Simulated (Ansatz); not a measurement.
Crystal: CdTe.

```
Te Cd
1.0
     0.00000    3.20500    3.20500
     3.20500    0.00000    3.20500
     3.20500    3.20500    0.00000
Te Cd
1 1
Cartesian
  1.6025 1.6025 1.6025
  0.0000 0.0000 0.0000
```

The cell isn't the ideal one: another cell of the same crystal, with 2 atoms.

Base run:

```yaml
Program: Ansatz 0.2.0
Functional: LDA
Potentials_or_basis: Ansatz PAW
Cutoff: "420 eV (not typed: the program's choice for these potentials)"
k_mesh: 7 × 7 × 7
Occupations: gaussian, width 0.05 eV
Spin: no spin polarisation
```

Its results: band gap on the k mesh 0.61 eV, direct; pressure 0.0 GPa.

**Question.** The run is repeated on the same cell with these changes: functional from LDA to PBE. What comes out?

**Answer.** Band gap on the k mesh 0.87 eV, direct; pressure 4.2 GPa.

PBE binds less tightly than LDA, so the same cell stands under more pressure.

Caveats: odd divisions of the mesh miss points on the zone boundary, where band edges often lie, so the gap on the mesh can be too wide; spin-orbit coupling is left out, which moves the levels of the heavy elements; the PAW data sets come from PBE, with cores solved anew for the run's functional, which leaves a small shift of forces and pressure (some runs).

